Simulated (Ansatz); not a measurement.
# HfC (Fm-3m) in Ansatz: notebook

The runs below take HfC through relaxation of cell and atoms, with PBEsol.

All numbers are computed with Ansatz 0.2.0; they aren't measurements. Logs are shortened: lines on timing, memory, paths and dates and some standing lists are left out, and cuts for length are marked.

## (1) Starting point

It takes space group Fm-3m (No. 225, cubic). The conventional cell has a = 4.650 Å, b = 4.650 Å, c = 4.650 Å, α = 90.00°, β = 90.00°, γ = 90.00°. Hf (site symmetry m-3m) is surrounded by 6 C at 2.33 Å. C (site symmetry m-3m) has 6 Hf at 2.33 Å as nearest neighbours.

## (2) Relaxation of cell and atoms, PBEsol

Contents of input.yaml:

```yaml
crystal:
  lattice:
    - [0.0, 2.325, 2.325]
    - [2.325, 0.0, 2.325]
    - [2.325, 2.325, 0.0]
  atoms:
    - { symbol: Hf, position: [0.5, 0.5, 0.5] }
    - { symbol: C, position: [0.0, 0.0, 0.0] }
kpoints:
  mp_grid: { grid: [10, 10, 10] }
scf:
  occupations: { method: fermi_dirac, width: 0.05 }
hamiltonian:
  xc: pbesol
  pseudopotentials: { kind: all_electron, lapw: { basis_error: 0.001 } }
output:
  forces: true
  stress: true
relax:
  f_tol: 0.02
  max_steps: 60
  cell: {}
```

Potentials or basis: all-electron LAPW, scalar-relativistic.

Started as:

```sh
> ansatz run input.yaml --threads 1 --pin off --max-ram 3072MiB --backend cpu --events-out ev --progress --plain --runs-dir out
```

What it wrote:

```text
Warning: RAYON_NUM_THREADS=1 ignored (pool sized by the plan → 1); use --threads N
The last accepted step is kept in <dir> (removed where the run ends without a failure and the disk answers)
LAPW: plane waves up to 9.215 Å⁻¹, error target 1.0e-3 eV per atom; small_component_spin mean_spin; C in spheres of 0.922 Å, 6 of its electrons in bands, Dirac shells []; Hf in spheres of 1.333 Å, 42 of its electrons in bands, Dirac shells [] (how accurate: hamiltonian.pseudopotentials.lapw.basis_error, Limitations)
Engine: ansatz 0.2.0, x86_64-unknown-linux-gnu
Pseudopotentials: kind: all_electron
Pseudopotential: Hf, LAPW, valence charge 42, lapw/all_electron/scalar/gaussian/Hf, Koelling and Harmon's equation, gaussian nucleus
Pseudopotential: C, LAPW, valence charge 6, lapw/all_electron/scalar/gaussian/C, Koelling and Harmon's equation, gaussian nucleus
Functional definition: PBEsol
  exchange = pbesol_x
  correlation = pbesol_c
Crystal: 2 atoms, lattice volume = 25.136 Å³
Basis set: ecut = 323.54969205208477 eV, 331 PW (Γ), exchange–correlation at level 2
Bands: 29, of which v1, the nominal top of the filled ones, is band 24 counted from 1 (23 counted from 0)
Symmetry: 48 space group operations
Space group: Fm-3m (ITA 225), of the structure as read, at distance tolerance 2.9e-5 Å
k-points: 47 of 1000
Non-local potential: Hf, projectors of the file, none
Non-local potential: C, projectors of the file, none
Initial density: superposition of atomic densities (chi_scale 0.1, normalization cell, long waves kept (reshape's long-wave potential 0.00 eV rms))
Initial wavefunctions: plane waves of lowest kinetic energy (no species holds an atomic orbital)
Functional: x = pbesol(κ = 0.804, μ = 0.12345679012345678), c = pbesol(β = 0.046)
iter 1 solved again at ethr=1.20e-2 eV; its pass at ethr=1.00e-1 eV (dr2=5.77e0 eV) is discarded
SCF iter   1: F=—  HF=-411163.405790 eV  |F-HF|=—  |Δ(HF+E_count)|=         —  Δρ=1.27e-1  dr2=5.77e0  ethr=1.20e-2  ⟨swp⟩=2.0  Hψ=8288  notcnv=0
preconditioner: auto → none  [insulator: Δε(μ)=0.378 eV  Ē_g=18.060 eV  σ=0.050 eV  W_gap=0.57  n_scr=14 (ndim 8)  ℏωp=39.2 eV  f_vac=0.000  D(μ)=0.15/eV (n_scr^D=0)  ε∞_Penn≈5.7]
SCF iter   2: F=—  HF=-411162.515545 eV  |F-HF|=—  |Δ(HF+E_count)|=   8.90e-1  Δρ=8.14e-2  dr2=2.10e0  ethr=1.20e-2  ⟨swp⟩=3.0  Hψ=4194  notcnv=0
iter 3 solved again at ethr=4.79e-5 eV; its pass at ethr=4.38e-3 eV (dr2=2.30e-2 eV) is discarded
SCF iter   3: F=—  HF=-411161.531804 eV  |F-HF|=—  |Δ(HF+E_count)|=   9.84e-1  Δρ=1.22e-2  dr2=2.30e-2  ethr=4.79e-5  ⟨swp⟩=2.0  Hψ=7141  notcnv=0
SCF iter   4: F=—  HF=-411161.524624 eV  |F-HF|=—  |Δ(HF+E_count)|=         —  Δρ=4.99e-3  dr2=4.56e-3  ethr=4.79e-5  ⟨swp⟩=2.0  Hψ=4014  notcnv=0
the basis was enlarged: its passes take 102.4 KiB over the memory plan, 1 of 1 planned eigensolver slots
SCF iter   5: F=—  HF=-411161.523225 eV  |F-HF|=—  |Δ(HF+E_count)|=   1.40e-3  Δρ=1.08e-3  dr2=1.71e-4  ethr=9.49e-6  ⟨swp⟩=2.0  Hψ=3995  notcnv=0
SCF iter   6: F=—  HF=-411161.522881 eV  |F-HF|=—  |Δ(HF+E_count)|=   3.44e-4  Δρ=2.96e-4  dr2=1.80e-5  ethr=3.56e-7  ⟨swp⟩=3.0  Hψ=4122  notcnv=0
SCF iter   7: F=—  HF=-411161.522833 eV  |F-HF|=—  |Δ(HF+E_count)|=   4.85e-5  Δρ=2.35e-5  dr2=1.33e-7  ethr=3.76e-8  ⟨swp⟩=3.0  Hψ=4144  notcnv=0
SCF iter   8: F=-411161.522832 eV  HF=-411161.522832 eV  |F-HF|=3.49e-10  |Δ(HF+E_count)|=   3.74e-7  Δρ=9.79e-7  dr2=1.32e-10  ethr=2.77e-10  ⟨swp⟩=3.0  Hψ=4178  notcnv=0
SCF 1 converged in 8 iterations: F = -411161.522832 eV  dr2 = 1.32e-10
relax step   1: F+E_penalty+E_count = -411161.52283223 eV  Δ(F+E_penalty+E_count) = +0.000e0 eV  max|allowed force component| = 1.767e-31 eV/Å  Δτ_max = 0.0000 Å  P = -6.475 GPa  Ω = 25.136 Å³  (8 SCF iters, accepted)
Crystal: 2 atoms, lattice volume = 23.948 Å³
Basis set: ecut = 334.1641229396131 eV, 331 PW (Γ), exchange–correlation at level 2
Initial density: handed on by an earlier stage of this run
Initial wavefunctions: those handed on with the density
iter 1 solved again at ethr=8.89e-7 eV; its pass at ethr=1.00e-1 eV (dr2=4.27e-4 eV) is discarded
SCF iter   1: F=—  HF=-411161.529225 eV  |F-HF|=—  |Δ(HF+E_count)|=         —  Δρ=1.64e-3  dr2=4.55e-4  ethr=8.89e-7  ⟨swp⟩=4.0  Hψ=7414  notcnv=0
preconditioner: auto → none  [insulator: Δε(μ)=0.139 eV  Ē_g=19.078 eV  σ=0.050 eV  W_gap=0.52  n_scr=14 (ndim 8)  ℏωp=40.2 eV  f_vac=0.000  D(μ)=0.32/eV (n_scr^D=0)  ε∞_Penn≈5.4]
SCF iter   2: F=—  HF=-411161.528680 eV  |F-HF|=—  |Δ(HF+E_count)|=   5.45e-4  Δρ=6.60e-4  dr2=7.60e-5  ethr=8.89e-7  ⟨swp⟩=3.0  Hψ=4090  notcnv=0
SCF iter   3: F=—  HF=-411161.528648 eV  |F-HF|=—  |Δ(HF+E_count)|=   3.17e-5  Δρ=2.87e-4  dr2=2.27e-5  ethr=1.58e-7  ⟨swp⟩=2.2  Hψ=3988  notcnv=0
iter 4 solved again at ethr=1.59e-9 eV; its pass at ethr=4.73e-8 eV (dr2=7.65e-7 eV) is discarded
SCF iter   4: F=—  HF=-411161.528602 eV  |F-HF|=—  |Δ(HF+E_count)|=   4.59e-5  Δρ=6.37e-5  dr2=7.65e-7  ethr=1.59e-9  ⟨swp⟩=2.0  Hψ=6910  notcnv=0
SCF iter   5: F=—  HF=-411161.528602 eV  |F-HF|=—  |Δ(HF+E_count)|=   1.11e-7  Δρ=2.86e-5  dr2=2.01e-7  ethr=1.59e-9  ⟨swp⟩=3.0  Hψ=4135  notcnv=0
SCF iter   6: F=-411161.528602 eV  HF=-411161.528602 eV  |F-HF|=8.15e-10  |Δ(HF+E_count)|=   1.26e-7  Δρ=5.16e-6  dr2=2.28e-9  ethr=4.20e-10  ⟨swp⟩=3.0  Hψ=4125  notcnv=0
SCF 2 converged in 6 iterations: F = -411161.528602 eV  dr2 = 2.28e-9
relax step   2: F+E_penalty+E_count = -411161.52860187 eV  Δ(F+E_penalty+E_count) = -5.770e-3 eV  max|allowed force component| = 6.245e-31 eV/Å  Δτ_max = 0.0000 Å  P = +5.393 GPa  Ω = 23.948 Å³  (6 SCF iters, accepted)
Crystal: 2 atoms, lattice volume = 24.474 Å³
Basis set: ecut = 329.36223977262017 eV, 331 PW (Γ), exchange–correlation at level 2
iter 1 solved again at ethr=1.63e-7 eV; its pass at ethr=1.00e-1 eV (dr2=7.84e-5 eV) is discarded
SCF iter   1: F=—  HF=-411161.537062 eV  |F-HF|=—  |Δ(HF+E_count)|=         —  Δρ=7.19e-4  dr2=8.97e-5  ethr=1.63e-7  ⟨swp⟩=4.0  Hψ=7438  notcnv=0
preconditioner: auto → Kerker (q_TF=auto, 3.052 Å⁻¹)  [metal: Δε(μ)=0.132 eV  Ē_g=18.984 eV  σ=0.050 eV  W_gap=0.47  n_scr=14 (ndim 8)  ℏωp=39.7 eV  f_vac=0.000  D(μ)=0.32/eV (n_scr^D=0)]
SCF iter   2: F=—  HF=-411161.536972 eV  |F-HF|=—  |Δ(HF+E_count)|=   9.08e-5  Δρ=4.39e-4  dr2=4.25e-5  ethr=1.63e-7  ⟨swp⟩=3.0  Hψ=4083  notcnv=0
SCF iter   3: F=—  HF=-411161.536957 eV  |F-HF|=—  |Δ(HF+E_count)|=   1.48e-5  Δρ=2.01e-4  dr2=9.94e-6  ethr=8.85e-8  ⟨swp⟩=2.0  Hψ=3984  notcnv=0
SCF iter   4: F=—  HF=-411161.536941 eV  |F-HF|=—  |Δ(HF+E_count)|=   1.58e-5  Δρ=1.47e-4  dr2=6.50e-6  ethr=2.07e-8  ⟨swp⟩=2.5  Hψ=4018  notcnv=0
iter 5 solved again at ethr=7.67e-10 eV; its pass at ethr=1.35e-8 eV (dr2=3.68e-7 eV) is discarded
SCF iter   5: F=—  HF=-411161.536941 eV  |F-HF|=—  |Δ(HF+E_count)|=   1.68e-7  Δρ=3.44e-5  dr2=3.68e-7  ethr=7.67e-10  ⟨swp⟩=2.0  Hψ=6761  notcnv=0
SCF iter   6: F=-411161.536941 eV  HF=-411161.536941 eV  |F-HF|=1.53e-8  |Δ(HF+E_count)|=   1.78e-8  Δρ=1.05e-5  dr2=1.62e-8  ethr=7.66e-10  ⟨swp⟩=2.0  Hψ=3984  notcnv=0
SCF 3 converged in 6 iterations: F = -411161.536941 eV  dr2 = 1.62e-8
relax step   3: F+E_penalty+E_count = -411161.53694112 eV  Δ(F+E_penalty+E_count) = -8.339e-3 eV  max|allowed force component| = 8.349e-30 eV/Å  Δτ_max = 0.0000 Å  P = -0.210 GPa  Ω = 24.474 Å³  (6 SCF iters, accepted)
Crystal: 2 atoms, lattice volume = 24.453 Å³
Basis set: ecut = 329.54795831645066 eV, 331 PW (Γ), exchange–correlation at level 2
iter 1 solved again at ethr=4.50e-10 eV; its pass at ethr=1.00e-1 eV (dr2=2.16e-7 eV) is discarded
SCF iter   1: F=—  HF=-411161.536955 eV  |F-HF|=—  |Δ(HF+E_count)|=         —  Δρ=3.15e-5  dr2=1.49e-7  ethr=4.50e-10  ⟨swp⟩=5.0  Hψ=7384  notcnv=0
preconditioner: auto → Kerker (q_TF=auto, 3.053 Å⁻¹)  [metal: Δε(μ)=0.133 eV  Ē_g=18.989 eV  σ=0.050 eV  W_gap=0.47  n_scr=14 (ndim 8)  ℏωp=39.7 eV  f_vac=0.000  D(μ)=0.32/eV (n_scr^D=0)]
SCF iter   2: F=—  HF=-411161.536955 eV  |F-HF|=—  |Δ(HF+E_count)|=   1.75e-9  Δρ=1.95e-5  dr2=7.27e-8  ethr=3.10e-10  ⟨swp⟩=2.3  Hψ=4009  notcnv=0
SCF iter   3: F=-411161.536955 eV  HF=-411161.536955 eV  |F-HF|=4.65e-8  |Δ(HF+E_count)|=   4.46e-8  Δρ=1.10e-5  dr2=2.43e-8  ethr=1.51e-10  ⟨swp⟩=2.0  Hψ=3984  notcnv=0
SCF 4 converged in 3 iterations: F = -411161.536955 eV  dr2 = 2.43e-8
relax step   4: F+E_penalty+E_count = -411161.53695470 eV  Δ(F+E_penalty+E_count) = -1.358e-5 eV  max|allowed force component| = 2.136e-31 eV/Å  Δτ_max = 0.0000 Å  P = -0.002 GPa  Ω = 24.453 Å³  (3 SCF iters, accepted)
iter 1 solved again at ethr=3.44e-11 eV; its pass at ethr=1.00e-1 eV (dr2=1.65e-8 eV) is discarded
SCF iter   1: F=—  HF=-411161.536953 eV  |F-HF|=—  |Δ(HF+E_count)|=         —  Δρ=1.03e-5  dr2=1.66e-8  ethr=3.44e-11  ⟨swp⟩=3.1  Hψ=6532  notcnv=0
SCF iter   2: F=-411161.536954 eV  HF=-411161.536954 eV  |F-HF|=2.53e-8  |Δ(HF+E_count)|=   1.32e-7  Δρ=7.15e-6  dr2=1.12e-8  ethr=3.44e-11  ⟨swp⟩=3.0  Hψ=4070  notcnv=0
SCF 5 converged in 2 iterations: F = -411161.536954 eV  dr2 = 1.12e-8
relax step   5: F+E_penalty+E_count = -411161.53695353 eV  Δ(F+E_penalty+E_count) = +1.169e-6 eV  max|allowed force component| = 7.067e-31 eV/Å  Δτ_max = 0.0000 Å  P = -0.000 GPa  Ω = 24.453 Å³  stress off target by 2.57e-4 GPa  SCF on the basis re-selected at this cell (its energy is not comparable with the rows above)  (2 SCF iters)
basis re-selected at this cell: Δ(F+E_penalty+E_count) = +1.169e-6 eV, ΔP = +0.001 GPa vs the last step (what re-selecting the basis moved, after the strain that the cell walked since its last selection, with what the two solves' SCF thresholds leave and, on support functions, any second-order correction that the steps lacked; it is no measure of the basis error at this ecutwfc). This SCF's stress stands 2.57e-4 GPa from its target on what of the cell is left free (relax.cell.stress_tol is 5.00e-2 GPa) and its largest allowed force component is 7.07e-31 eV/Å (relax.f_tol is 2.00e-2 eV/Å): within both
SCF converged after 2 iterations
Free energy (F): -411161.536954 eV
Harris-Foulkes:  -411161.536954 eV  (|F-HF|=2.53e-8)
Internal energy: -411161.534246 eV  (E = F + TS)
E sigma→0 (E₀):  -411161.535600 eV
Entropy (-TS):   -0.002708 eV (-1.354 meV/atom)
Fermi energy:    20.989038 eV
--- Per-component energies (eV) ---
  E_band       = -4244.113320
  E_kinetic    = 457332.634844
  E_xc         = -8434.839279
  E_electrostatic = -860059.329811  (all electrons and nuclei)
  E_smearing   = -0.002708  (= −TS)
  E_closure    = 0.000000  (closes the sum)
  E_atoms      = -411142.005238  (free atoms, spherical and without spin; not in F)
  Σ components = -411161.536954   (vs F -411161.536954, Δ=0.00e0)
  Basis errors (estimates in eV, not in F): energy 3.8e-4 per atom: plane waves 3.4e-4 (1.9e-4 summed), levels above the bands 1.9e-32, relativity 3.2e-8, radial functions 3.7e-5, core shells 3.3e-7; eigenvalues (radial functions only) 2.4e-6; not estimated: angular momenta, meshes, grids; target (lapw.basis_error) 1.0e-3; muffin-tin radii C 0.914 Å, Hf 1.321 Å
--- Forces (eV/Å), atoms counted from 1 ---
  atom   1  Hf     0.00000000    -0.00000000     0.00000000
  atom   2  C     -0.00000000     0.00000000    -0.00000000
  max |Σ_I F_I| component: 4.27e-31 eV/Å
--- Stress (GPa, compression-positive) ---
       -0.000257      -0.000000      -0.000000
       -0.000000      -0.000257      -0.000000
       -0.000000      -0.000000      -0.000257
  P = ⅓ Tr σ = -0.0003 GPa (-0.003 kbar)
--- Relaxed structure (4 steps of the walk, 4 accepted, 1 SCFs on fresh bases) ---
  F+E_penalty+E_count = -411161.53695353 eV   max|allowed force component| = 7.067e-31 eV/Å   (the final SCF, on the basis selected at the relaxed cell)
  cell:  # Å, volume = 24.4530 Å³
    - [-5.939293025211937e-34, 2.30374359061676, 2.30374359061676]
    - [2.30374359061676, -7.173328440692807e-34, 2.30374359061676]
    - [2.30374359061676, 2.30374359061676, -1.86379155140759e-33]
  atoms:
    - { symbol: Hf, position: [0.5, 0.5, 0.5] }
    - { symbol: C, position: [3.451487355532928e-36, -3.451487355532909e-36, -1.0354462066598374e-35] }
```

It took 19 s on 1 thread of Intel Xeon 6975P-C (Granite Rapids), shared host; peak memory 0.36 GiB.

Results:

```yaml
Free_energy: -411161.5370 eV
Relaxed_volume: 12.23 Å³/atom
Relaxed_cell: a = 3.258 Å, b = 3.258 Å, c = 3.258 Å, α = 60.00°, β = 60.00°, γ = 60.00°
Space_group_after_relaxing_to_0.05_Å: Fm-3m (No. 225)
Energy_gained_by_relaxing: 7.1 meV/atom
Ionic_steps: 5
Pressure_after_relaxing: 0.0 GPa
```

Step by step:
```
step  energy change (eV)  largest force (eV/Å)  volume (Å³)
   1              0.0000                0.0000        25.14
   2             -0.0058                0.0000        23.95
   3             -0.0141                0.0000        24.47
   4             -0.0141                0.0000        24.45
   5             -0.0141                0.0000        24.45
```

Final structure:
```xyz
2
Lattice="0.0000 2.3037 2.3037 2.3037 0.0000 2.3037 2.3037 2.3037 0.0000" Properties=species:S:1:pos:R:3 pbc="T T T"
Hf    2.3037    2.3037    2.3037
C     0.0000    0.0000    0.0000
```

## (3) Relaxation of cell and atoms, PBEsol, target pressure 5 GPa, at which the enthalpy is minimised

Changes to input.yaml since step 2:

```diff
@@ -21,2 +21,2 @@
   max_steps: 60
-  cell: {}
+  cell: { p_target: 5 }
```

Potentials or basis: all-electron LAPW, scalar-relativistic.

Started as:

```sh
> ansatz run input.yaml --threads 1 --pin off --max-ram 3072MiB --backend cpu --events-out ev --progress --plain --runs-dir out
```

It took 20 s on 1 thread of Intel Xeon 6975P-C (Granite Rapids), shared host; peak memory 0.36 GiB.

Results (log left out):

```
Free energy                                            : -411161.5298 eV
Relaxed volume                                         : 11.99 Å³/atom
Relaxed cell                                           : a = 3.237 Å, b = 3.237 Å, c = 3.237 Å, α = 60.00°, β = 60.00°, γ = 60.00°
Space group after relaxing (to 0.05 Å)                 : Fm-3m (No. 225)
Energy change on relaxing (the enthalpy is what falls) : -3.5 meV/atom
Ionic steps                                            : 5
Pressure after relaxing                                : 5.0 GPa
```

Step by step:
```
step  energy change (eV)  largest force (eV/Å)  volume (Å³)
   1              0.0000                0.0000        25.14
   2              0.0538                0.0000        23.06
   3             -0.0088                0.0000        24.05
   4             -0.0070                0.0000        23.99
   5             -0.0070                0.0000        23.99
```

Final structure:
```
Hf C
1.0
     0.00000    2.28900    2.28900
     2.28900    0.00000    2.28900
     2.28900    2.28900    0.00000
Hf C
1 1
Direct
  0.50000 0.50000 0.50000
  0.00000 0.00000 0.00000
```

## (4) Relaxation of cell and atoms, PBEsol, target pressure 10 GPa, at which the enthalpy is minimised

Changes to input.yaml since step 3:

```diff
@@ -21,2 +21,2 @@
   max_steps: 60
-  cell: { p_target: 5 }
+  cell: { p_target: 10 }
```

Started as:

```sh
> ansatz run input.yaml --threads 1 --pin off --max-ram 3072MiB --backend cpu --events-out ev --progress --plain --runs-dir out
```

It took 21 s on 1 thread of Intel Xeon 6975P-C (Granite Rapids), shared host; peak memory 0.36 GiB.

The run converged. Its results:

| Item | Value |
| --- | --- |
| Free energy | -411161.5098 eV |
| Relaxed volume | 11.78 Å³/atom |
| Relaxed cell | a = 3.218 Å, b = 3.218 Å, c = 3.218 Å, α = 60.00°, β = 60.00°, γ = 60.00° |
| Space group after relaxing (to 0.05 Å) | Fm-3m (No. 225) |
| Energy change on relaxing (the enthalpy is what falls) | +6.5 meV/atom |
| Ionic steps | 5 |
| Pressure after relaxing | 10.0 GPa |

Step by step:
```csv
step,energy change (eV),largest force (eV/Å),volume (Å³)
1,0.0000,0.0000,25.14
2,0.1763,0.0000,22.19
3,0.0057,0.0000,23.68
4,0.0130,0.0000,23.56
5,0.0130,0.0000,23.56
```

Final structure:
```xyz
2
Lattice="0.0000 2.2752 2.2752 2.2752 0.0000 2.2752 2.2752 2.2752 0.0000" Properties=species:S:1:pos:R:3 pbc="T T T"
Hf    2.2752    2.2752    2.2752
C     0.0000    0.0000    0.0000
```

Spin-orbit coupling is left out, which matters for the levels of Hf.

## (5) Overview

| cell | pressure (GPa) |
| --- | --- |
| relaxed | 0.0 |
| relaxed to 5 GPa | 5.0 |
| relaxed to 10 GPa | 10.0 |

Alike in all rows: task relaxation of cell and atoms; level PBEsol; potentials or basis all-electron LAPW, scalar-relativistic; no spin polarisation; k mesh 10 × 10 × 10; smearing fermi-dirac 0.05 eV; basis error allowed 0.001 eV/atom.

Compare energies only between runs with the same functional and basis.
